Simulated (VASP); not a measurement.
# W (Fm-3m) in VASP: further runs

The runs below take W through band structure, core levels, with PBE+D4, RPBE+D3.

Program: VASP 6.6.1. These are calculated values, not measurements. Logs are shortened: lines on timing, memory, paths and dates and some standing lists are left out, and cuts for length are marked.

### 1 The crystal as given

Symmetry: Fm-3m, No. 225, cubic system. The conventional cell has a = 4.060 Å, b = 4.060 Å, c = 4.060 Å, α = 90.00°, β = 90.00°, γ = 90.00°. Around W (site symmetry m-3m) lie 12 W at 2.87 Å.

This isn't the form of W at room conditions, which is bcc.

### 2 Band structure, PBE+D4, spin-orbit coupling, no magnetisation

Input file POSCAR:

```
W
2.8709
    0.000000000000      0.707095335957      0.707095335957
    0.707095335957      0.000000000000      0.707095335957
    0.707095335957      0.707095335957      0.000000000000
W
1
Direct
    0.0000000000      0.0000000000      0.0000000000
```

Input file INCAR.step1:

```
SYSTEM = W
ALGO     = Normal         ! electronic algorithm
EDIFF    = 1E-7           ! SCF threshold, eV
ENCUT    = 520            ! plane-wave cutoff, eV
GGA      = PE             ! functional
GGA_COMPAT= .False.      
ISIF     = 2              ! what is computed and relaxed
ISMEAR   = 1              ! smearing method
IVDW     = 13             ! dispersion correction
LASPH    = .True.         ! aspherical terms in the spheres
LCHARG   = .True.         ! write CHGCAR
LMAXMIX  = 4              ! l up to which the mixer works
LORBIT   = 11             ! projections on sites
LREAL    = .False.        ! projectors in reciprocal space
LSORBIT  = .True.         ! spin-orbit coupling
LWAVE    = .False.        ! write WAVECAR
MAGMOM   = 0 0 0          ! initial moments
NELM     = 80             ! most SCF steps
PREC     = Accurate       ! precision mode
SIGMA    = 0.2            ! smearing width, eV
```

Input file KPOINTS.step1:

```
k-points
0
Gamma
  8 8 8
  0 0 0
```

Input file INCAR.step2:

```
SYSTEM = W
ALGO     = Normal         ! electronic algorithm
EDIFF    = 1E-7           ! SCF threshold, eV
ENCUT    = 520            ! plane-wave cutoff, eV
GGA      = PE             ! functional
GGA_COMPAT= .False.      
ICHARG   = 11             ! starting density
ISIF     = 2              ! what is computed and relaxed
ISMEAR   = 0              ! smearing method
IVDW     = 13             ! dispersion correction
LASPH    = .True.         ! aspherical terms in the spheres
LCHARG   = .False.        ! write CHGCAR
LMAXMIX  = 4              ! l up to which the mixer works
LORBIT   = 11             ! projections on sites
LREAL    = .False.        ! projectors in reciprocal space
LSORBIT  = .True.         ! spin-orbit coupling
LWAVE    = .False.        ! write WAVECAR
MAGMOM   = 0 0 0          ! initial moments
NELM     = 80             ! most SCF steps
PREC     = Accurate       ! precision mode
SIGMA    = 0.05           ! smearing width, eV
```

Input file KPOINTS.step2:

```
path GXWKGLUWLK,UX
20
line-mode
reciprocal
 0.0000000000  0.0000000000  0.0000000000  G
 0.5000000000  0.0000000000  0.5000000000  X

 0.5000000000  0.0000000000  0.5000000000  X
 0.5000000000  0.2500000000  0.7500000000  W

 0.5000000000  0.2500000000  0.7500000000  W
 0.3750000000  0.3750000000  0.7500000000  K

 0.3750000000  0.3750000000  0.7500000000  K
 0.0000000000  0.0000000000  0.0000000000  G

 0.0000000000  0.0000000000  0.0000000000  G
 0.5000000000  0.5000000000  0.5000000000  L

 0.5000000000  0.5000000000  0.5000000000  L
 0.6250000000  0.2500000000  0.6250000000  U

 0.6250000000  0.2500000000  0.6250000000  U
 0.5000000000  0.2500000000  0.7500000000  W

 0.5000000000  0.2500000000  0.7500000000  W
 0.5000000000  0.5000000000  0.5000000000  L

 0.5000000000  0.5000000000  0.5000000000  L
 0.3750000000  0.3750000000  0.7500000000  K

 0.6250000000  0.2500000000  0.6250000000  U
 0.5000000000  0.0000000000  0.5000000000  X
```

Potentials or basis: VASP PAW PBE potentials, release 64 (W_sv).

Run with:

```sh
> cat potpaw_PBE.64/W_sv/POTCAR > POTCAR
> cp INCAR.step1 INCAR
> cp KPOINTS.step1 KPOINTS
> mpirun -np 1 vasp_ncl > vasp.out
> cp INCAR.step2 INCAR
> cp KPOINTS.step2 KPOINTS
> mpirun -np 1 vasp_ncl > vasp.out
```

OUTCAR:

```text
SYSTEM = W
   EDIFF = 1E-7
   ENCUT = 520
   GGA = PE
   ICHARG = 11
   ISIF = 2
   ISMEAR = 0
   IVDW = 13
   LASPH = .True.
   LORBIT = 11
   LREAL = .False.
   LSORBIT = .True.
   NELM = 80
   PREC = Accurate

 ion  position               nearest neighbor table
   1  0.000  0.000  0.000-

  LATTYP: Found a face centered cubic cell.
 ALAT       =     4.0600000000

  Lattice vectors:

 A1 = (   0.0000000000,   2.0300000000,   2.0300000000)
 A2 = (   2.0300000000,   0.0000000000,   2.0300000000)
 A3 = (   2.0300000000,   2.0300000000,   0.0000000000)

Analysis of symmetry for initial positions (statically):
=====================================================================
 Subroutine PRICEL returns:
 Original cell was already a primitive cell.

 Routine SETGRP: Setting up the symmetry group for a
 face centered cubic supercell.

 Subroutine GETGRP returns: Found 48 space group operations
 (whereof 48 operations were pure point group operations)
 out of a pool of 48 trial point group operations.

The static configuration has the point symmetry O_h .

Analysis of symmetry for dynamics (positions and initial velocities):
=====================================================================
 Subroutine PRICEL returns:
 Original cell was already a primitive cell.

 Routine SETGRP: Setting up the symmetry group for a
 face centered cubic supercell.

 Subroutine GETGRP returns: Found 48 space group operations
 (whereof 48 operations were pure point group operations)
 out of a pool of 48 trial point group operations.

The dynamic configuration has the point symmetry O_h .

Analysis of structural, dynamic, and magnetic symmetry:
=====================================================================
 Subroutine PRICEL returns:
 Original cell was already a primitive cell.

 Routine SETGRP: Setting up the symmetry group for a
 face centered cubic supercell.

 Subroutine GETGRP returns: Found 48 space group operations
 (whereof 48 operations were pure point group operations)
 out of a pool of 48 trial point group operations.

The overall configuration has the point symmetry O_h .

 Subroutine INISYM returns: Found 48 space group operations
 (whereof 48 operations are pure point group operations),
 and found     1 'primitive' translations

----------------------------------------------------------------------------------------

                                     Primitive cell

  volume of cell :      16.7309

  direct lattice vectors                    reciprocal lattice vectors
     0.000000000  2.030000000  2.030000000    -0.246305419  0.246305419  0.246305419
     2.030000000  0.000000000  2.030000000     0.246305419 -0.246305419  0.246305419
     2.030000000  2.030000000  0.000000000     0.246305419  0.246305419 -0.246305419

  length of vectors
     2.870853532  2.870853532  2.870853532     0.426613499  0.426613499  0.426613499

  position of ions in fractional coordinates (direct lattice)
     0.000000000  0.000000000  0.000000000

  ion indices of the primitive-cell ions
   primitive index   ion index
                 1           1

----------------------------------------------------------------------------------------

 KPOINTS: path GXWKGLUWLK,UX

Interpolating k-points between supplied coordinates.

 Line segments in fractional coordinates (reciprocal lattice):
    0.000000  0.000000  0.000000  ...  0.500000  0.000000  0.500000
    0.500000  0.000000  0.500000  ...  0.500000  0.250000  0.750000
    0.500000  0.250000  0.750000  ...  0.375000  0.375000  0.750000
    0.375000  0.375000  0.750000  ...  0.000000  0.000000  0.000000
    0.000000  0.000000  0.000000  ...  0.500000  0.500000  0.500000
    0.500000  0.500000  0.500000  ...  0.625000  0.250000  0.625000
    0.625000  0.250000  0.625000  ...  0.500000  0.250000  0.750000
    0.500000  0.250000  0.750000  ...  0.500000  0.500000  0.500000
    0.500000  0.500000  0.500000  ...  0.375000  0.375000  0.750000
    0.625000  0.250000  0.625000  ...  0.500000  0.000000  0.500000

 Generated    20 points on each line segment, for a total of    200 k-points:

 Following reciprocal coordinates:
            Coordinates               Weight
  0.000000  0.000000  0.000000      0.005000
  0.026316  0.000000  0.026316      0.005000
  0.052632  0.000000  0.052632      0.005000
  0.078947  0.000000  0.078947      0.005000
  0.105263  0.000000  0.105263      0.005000
  0.131579  0.000000  0.131579      0.005000
[... 16 lines left out ...]
  0.500000  0.026316  0.526316      0.005000
  0.500000  0.039474  0.539474      0.005000
 [... further k-points ...]
   k-points           NKPTS =    200   k-points in BZ     NKDIM =    200   number of bands    NBANDS=     22
   number of dos      NEDOS =    301   number of ions     NIONS =      1
   total plane-waves  NPLWV =  13824
   dimension x,y,z NGX =    24 NGY =   24 NGZ =   24
   dimension x,y,z NGXF=    48 NGYF=   48 NGZF=   48
   ions per type =               1
   NGX,Y,Z   is equivalent  to a cutoff of  13.90, 13.90, 13.90 a.u.
   NGXF,Y,Z  is equivalent  to a cutoff of  27.80, 27.80, 27.80 a.u.
 SYSTEM =  W
   PREC   = accura    normal or accurate (medium, high low for compatibility)
   ISTART =      0    job   : 0-new  1-cont  2-samecut
   ICHARG =     11    charge: 1-file 2-atom 10-const
   ISPIN  =      1    spin polarized calculation?
   LNONCOLLINEAR =      T non collinear calculations
   LSORBIT =      T    spin-orbit coupling
   LASPH  =      T    aspherical Exc in radial PAW
   ENCUT  =  520.0 eV  38.22 Ry    6.18 a.u.   5.34  5.34  5.34*2*pi/ulx,y,z
   NELM   =     80;   NELMIN=  2; NELMDL=  0     # of ELM steps
   EDIFF  = 0.1E-06   stopping-criterion for ELM
   LREAL  =      F    real-space projection
   EDIFFG = 0.1E-05   stopping-criterion for IOM
   NSW    =      0    number of steps for IOM
   IBRION =     -1    ionic relax: 0-MD 1-quasi-New 2-CG
   NFREE  =      0    steps in history (QN), initial steepest desc. (CG)
   ISIF   =      2    stress and relaxation
   ISYM   =      2    0-nonsym 1-usesym 2-fastsym
   POTIM  = 0.5000    time-step for ionic-motion
   TEBEG  =    0.0;   TEEND  =   0.0 temperature during run
   PSTRESS=    0.0 pullay stress
   NELECT =      14.0000    total number of electrons
   NUPDOWN=      -1.0000    fix difference up-down
   EMIN   =  10.00;   EMAX   =-10.00  energy-range for DOS
   EFERMI =   0.00;   METHOD = LEGACY
   ISMEAR =     0;   SIGMA  =   0.05  broadening in eV -4-tet -1-fermi 0-gaus
   EFERMI_NEDOS =   21; number of points for ismear=-14 and -15
   IALGO  =     38    algorithm
   IMIX   =      4    mixing-type and parameters
     AMIX     =   0.40;   BMIX     =  1.00
     AMIX_MAG =   1.60;   BMIX_MAG =  1.00
  volume/ion in A,a.u.               =      16.73       112.91
  Fermi-wavevector in a.u.,A,eV,Ry     =   1.542688  2.915258 32.380324  2.379887
  Thomas-Fermi vector in A             =   2.648457
   LORBIT       =     11    0 simple, 1 ext, 2 COOP (PROOUT), +10 PAW based schemes
   GGA     = PE    functional components
   LHFCALC =     F    Hartree Fock is set to
   AEXX    =    0.0000 exact exchange contribution
   IVDW    =    13    specifies the selected vdW correction
   LEPSILON=     F    determine dielectric tensor
   LRPA    =     F    only Hartree local field effects (RPA)
 Gauss-broadening in eV      SIGMA  =   0.05
  energy-cutoff  :      520.00
  volume of cell :       16.73
 maximum number of plane-waves:       930
 NGX is ok and might be reduce to    24

 number of electron      14.0000002 magnetization       0.0000000     -0.0000000     -0.0000000

 Free energy of the ion-electron system (eV)
  ---------------------------------------------------
  ext. energy  EPLUGINS =         0.00000000
  ---------------------------------------------------
  free energy    TOTEN  =       -13.43104471 eV

  energy without entropy =      -13.42972379  energy(sigma->0) =      -13.43038425

------------------------ aborting loop because EDIFF is reached ----------------------------------------

 total charge

# of ion       s       p       d       tot
------------------------------------------
    1        2.284   6.256   3.557  12.097

 magnetization (x)

# of ion       s       p       d       tot
------------------------------------------
    1        0.000   0.000   0.000   0.000

 magnetization (y)

# of ion       s       p       d       tot
------------------------------------------
    1        0.000   0.000   0.000   0.000

 magnetization (z)

# of ion       s       p       d       tot
------------------------------------------
    1       -0.000  -0.000   0.000  -0.000

  DFT-D4 for vdW energy calculation
  ---------------------------------------------------------------------------------------------
  Edisp (eV):   -0.68631

  FORCE on cell =-STRESS in cart. coord.  units (eV):
  Direction    XX          YY          ZZ          XY          YZ          ZX
  --------------------------------------------------------------------------------------
  -------------------------------------------------------------------------------------
  Total      -2.17427    -2.17427    -2.17427    -0.00000     0.00000     0.00000
  in kB    -208.21197  -208.21197  -208.21197    -0.00000     0.00000     0.00000
  external pressure =     -208.21 kB  Pullay stress =        0.00 kB

 VOLUME and BASIS-vectors are now :
 -----------------------------------------------------------------------------
  energy-cutoff  :      520.00
  volume of cell :       16.73
      direct lattice vectors                 reciprocal lattice vectors
     0.000000000  2.030000000  2.030000000    -0.246305419  0.246305419  0.246305419
     2.030000000  0.000000000  2.030000000     0.246305419 -0.246305419  0.246305419
     2.030000000  2.030000000  0.000000000     0.246305419  0.246305419 -0.246305419

  length of vectors
     2.870853532  2.870853532  2.870853532     0.426613499  0.426613499  0.426613499

 FORCES acting on ions
    electron-ion (+dipol)            ewald-force                    non-local-force                 convergence-correction
 -----------------------------------------------------------------------------------------------
   -.915E-15 0.119E-13 -.498E-14   -.187E-15 0.496E-15 -.896E-15   0.145E-23 0.227E-23 -.165E-23   -.469E-13 -.443E-13 -.183E-13
 -----------------------------------------------------------------------------------------------
   -.915E-15 0.119E-13 -.498E-14   -.187E-15 0.496E-15 -.896E-15   0.145E-23 0.227E-23 -.165E-23   -.469E-13 -.443E-13 -.183E-13

 POSITION                                       TOTAL-FORCE (eV/Angst)
 -----------------------------------------------------------------------------------
      0.00000      0.00000      0.00000         0.000000      0.000000      0.000000
 -----------------------------------------------------------------------------------
    total drift:                               -0.000000     -0.000000     -0.000000

--------------------------------------------------------------------------------------------------------

  FREE ENERGIE OF THE ION-ELECTRON SYSTEM (eV)
  ---------------------------------------------------
  free  energy   TOTEN  =       -14.1179098407 eV

  energy  without entropy=      -14.1165889022  energy(sigma->0) =      -14.11724937

--------------------------------------------------------------------------------------------------------

--------------------------------------------------------------------------------------------------------

 Spin-Orbit-Coupling matrix elements

 Ion:    1  E_soc:     -1.6921664
 l=   1
     0.0000000    -0.2356318    -0.2356318
    -0.2356318     0.0000000    -0.2356318
    -0.2356318    -0.2356318     0.0000000
 l=   2
     0.0000000    -0.0090611     0.0000000    -0.0090611    -0.0373348
    -0.0090611     0.0000000    -0.0280011    -0.0090611    -0.0093337
     0.0000000    -0.0280011     0.0000000    -0.0280011     0.0000000
    -0.0090611    -0.0090611    -0.0280011     0.0000000    -0.0093337
    -0.0373348    -0.0093337     0.0000000    -0.0093337     0.0000000
 l=   3
     0.0000000     0.0000000     0.0000000     0.0000000     0.0000000     0.0000000     0.0000000
     0.0000000     0.0000000     0.0000000     0.0000000     0.0000000     0.0000000     0.0000000
     0.0000000     0.0000000     0.0000000     0.0000000     0.0000000     0.0000000     0.0000000
     0.0000000     0.0000000     0.0000000     0.0000000     0.0000000     0.0000000     0.0000000
     0.0000000     0.0000000     0.0000000     0.0000000     0.0000000     0.0000000     0.0000000
     0.0000000     0.0000000     0.0000000     0.0000000     0.0000000     0.0000000     0.0000000
     0.0000000     0.0000000     0.0000000     0.0000000     0.0000000     0.0000000     0.0000000

 total charge

# of ion       s       p       d       tot
------------------------------------------
    1        2.284   6.256   3.557  12.097

 magnetization (x)

# of ion       s       p       d       tot
------------------------------------------
    1        0.000   0.000   0.000   0.000

 magnetization (y)

# of ion       s       p       d       tot
------------------------------------------
    1        0.000   0.000   0.000   0.000

 magnetization (z)

# of ion       s       p       d       tot
------------------------------------------
    1       -0.000  -0.000   0.000  -0.000

=======================================================================
```

Wall time 1.9 min (1 thread of Intel Xeon Platinum 8488C (Sapphire Rapids), shared host); peak memory 0.26 GiB.

What came out:

| Quantity | Value |
| --- | --- |
| Dispersion energy per atom | -0.686 eV |

Caveat: the log is that of the step along the path at fixed density, whose energy, stress, charges and moments have no meaning.

### 3 Band structure, RPBE+D3, spin-orbit coupling, no magnetisation

Input file POSCAR:

```
W
1.0
    0.0000000000      2.0300000000      2.0300000000
    2.0300000000      0.0000000000      2.0300000000
    2.0300000000      2.0300000000      0.0000000000
W
1
Direct
    0.0000000000      0.0000000000      0.0000000000
```

Input file INCAR.step1:

```
SYSTEM = W
ALGO     = Normal         ! electronic algorithm
BMIX     = 3.0          
EDIFF    = 1E-6           ! SCF threshold, eV
ENCUT    = 520            ! plane-wave cutoff, eV
GGA      = RP             ! functional
GGA_COMPAT= .FALSE.      
ISIF     = 2              ! what is computed and relaxed
ISMEAR   = 1              ! smearing method
IVDW     = 11             ! dispersion correction
LASPH    = .TRUE.         ! aspherical terms in the spheres
LCHARG   = .TRUE.         ! write CHGCAR
LMAXMIX  = 4              ! l up to which the mixer works
LORBIT   = 11             ! projections on sites
LREAL    = .FALSE.        ! projectors in reciprocal space
LSORBIT  = .TRUE.         ! spin-orbit coupling
LWAVE    = .FALSE.        ! write WAVECAR
MAGMOM   = 0 0 0          ! initial moments
NBANDS   = 38             ! bands
NELM     = 60             ! most SCF steps
PREC     = Accurate       ! precision mode
SIGMA    = 0.1            ! smearing width, eV
```

Input file KPOINTS.step1:

```
k-points
0
G
  8 8 8
  0 0 0
```

Input file INCAR.step2:

```
SYSTEM = W
ALGO     = Normal         ! electronic algorithm
BMIX     = 3.0          
EDIFF    = 1E-6           ! SCF threshold, eV
ENCUT    = 520            ! plane-wave cutoff, eV
GGA      = RP             ! functional
GGA_COMPAT= .FALSE.      
ICHARG   = 11             ! starting density
ISIF     = 2              ! what is computed and relaxed
ISMEAR   = 0              ! smearing method
IVDW     = 11             ! dispersion correction
LASPH    = .TRUE.         ! aspherical terms in the spheres
LCHARG   = .FALSE.        ! write CHGCAR
LMAXMIX  = 4              ! l up to which the mixer works
LORBIT   = 11             ! projections on sites
LREAL    = .FALSE.        ! projectors in reciprocal space
LSORBIT  = .TRUE.         ! spin-orbit coupling
LWAVE    = .FALSE.        ! write WAVECAR
MAGMOM   = 0 0 0          ! initial moments
NBANDS   = 38             ! bands
NELM     = 60             ! most SCF steps
PREC     = Accurate       ! precision mode
SIGMA    = 0.05           ! smearing width, eV
```

KPOINTS.step2 is that of step 2.

Potentials or basis: VASP PAW PBE potentials, release 64 (W_sv).

Run with:

```sh
> cat potpaw_PBE.64/W_sv/POTCAR > POTCAR
> cp INCAR.step1 INCAR
> cp KPOINTS.step1 KPOINTS
> mpirun -np 1 vasp_ncl > vasp.out
> cp INCAR.step2 INCAR
> cp KPOINTS.step2 KPOINTS
> mpirun -np 1 vasp_ncl > vasp.out
```

Wall time 3 min (1 thread of Intel Xeon Platinum 8488C (Sapphire Rapids), shared host); peak memory 0.32 GiB.

The run converged. Its results:

* Dispersion energy per atom: -0.754 eV

Caveat: the log is that of the step along the path at fixed density, whose energy, stress, charges and moments have no meaning; the PAW data sets were made with another functional, which shifts forces and pressure a little.

(Continued in part 2 of 2.)
